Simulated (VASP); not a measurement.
# Si: single point with LDA

Crystal: Si.

```
Si
1.0
     3.83101    0.00000    0.00000
     0.00000    5.41786    0.00000
     0.00000    0.00000    3.80629
Si
4
Direct
  0.00000 0.00000 0.00000
  0.50000 0.50000 0.50000
  0.00000 0.25000 0.50000
  0.50000 0.75000 0.00000
```

| Quantity | Value |
| --- | --- |
| Program | VASP 6.6.1 |
| Task | single point |
| Functional | LDA |
| Potentials or basis | VASP PAW LDA potentials, release 64 (Si) |
| Cutoff | 520 eV |
| k mesh | 6 × 4 × 6 |
| Occupations | gaussian, width 0.1 eV |
| Spin | no spin polarisation |

The pressure is -0.2 GPa, the largest force is 0.064 eV/Å and the band gap on the k mesh is 0.49 eV.

Forces on the atoms (eV/Å):
```
Si   0.000 -0.064  0.000
Si   0.000 -0.064  0.000
Si   0.000  0.064  0.000
Si   0.000  0.064  0.000
```

Stress tensor (GPa, compression positive):
```
-0.65  0.00  0.00
 0.00 -0.56  0.00
 0.00  0.00  0.73
```

Levels at points of the mesh, in eV from the valence-band top:
```csv
k point,band 5,band 6,band 7,band 8,band 9,band 10,band 11,band 12
"(0.00, 0.00, 0.00)",-2.85,-0.03,-0.02,0.00,0.54,0.61,2.46,2.51
"(0.50, 0.00, 0.00)",-3.87,-3.87,-1.32,-1.32,2.40,2.40,4.78,4.78
"(0.00, 0.50, 0.00)",-1.95,-1.95,-1.89,-1.89,1.03,1.03,3.01,3.01
"(0.50, 0.50, 0.00)",-1.22,-1.22,-1.19,-1.19,1.49,1.49,3.24,3.24
"(0.00, 0.00, 0.50)",-3.85,-3.85,-1.36,-1.36,2.35,2.35,4.72,4.72
"(0.50, 0.00, 0.50)",-2.91,-2.91,-2.91,-2.91,0.55,0.55,0.55,0.55
"(0.00, 0.50, 0.50)",-1.26,-1.26,-1.22,-1.22,1.43,1.43,3.24,3.24
"(0.50, 0.50, 0.50)",-3.95,-3.95,-3.95,-3.95,4.14,4.14,4.14,4.14
```

Run time: 25 s on 1 thread of AMD EPYC 9R14 (Zen 4) (shared host), peak memory 0.14 GiB.

A k mesh can miss the band edges.
